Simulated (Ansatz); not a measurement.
# KZnF3: the gap under pressure

KZnF3, Pm-3m, a = 4.128 Å. The structure is a Materials Project entry; whether it is the stable form wasn't checked. Ansatz: PBE, PAW, 420 eV, Γ-centred 6×6×6 mesh on 5 atoms, Gaussian smearing 0.02 eV; no spin polarisation. Cell and atoms are relaxed at each pressure, and no other structure is tried, so the rows at high pressure may lie past a change of phase. The gap is sought over the whole zone. The pressures are the targets, met within 0.06 GPa.

| P (GPa) | gap y (eV) |
| --- | --- |
| -3.0 | 3.588 |
| 0.0 | 3.713 |
| 3.0 | 3.813 |
| 8.0 | ? |
| 15.0 | 4.122 |
| 30.0 | 4.407 |
| 60.0 | 4.858 |

Question: Fit y = E0 + αP + βP² to the other rows and predict the missing gap.

Answer: Least squares on the rows shown. y = 3.7053 + 0.029163 P − 0.00016714 P². So α = 29.2 meV/GPa, but the rows at 0 and 3 GPa alone give 33 meV/GPa, so the parabola doesn't give the slope at zero pressure. With a term in P³ added, the coefficient of P becomes 0.03515, 21 % more, which shows how far this figure hangs on the form. At P = 8.0 the fit asked for gives 3.928 eV. The run gave 3.957 eV, so the fit is 0.029 eV too low, within twice the rms miss on the fitted rows (0.019 eV). Note that among the fitted rows a band edge sits at another point of the zone at -3, 15 GPa than at zero pressure, so one curve spans more than one gap.

Semilocal functionals give gaps under the measured ones; changes of the gap mostly carry over better.

Cost: 7 runs of about 2.5 core-minutes in all, on Arm Neoverse N1 (shared hosts).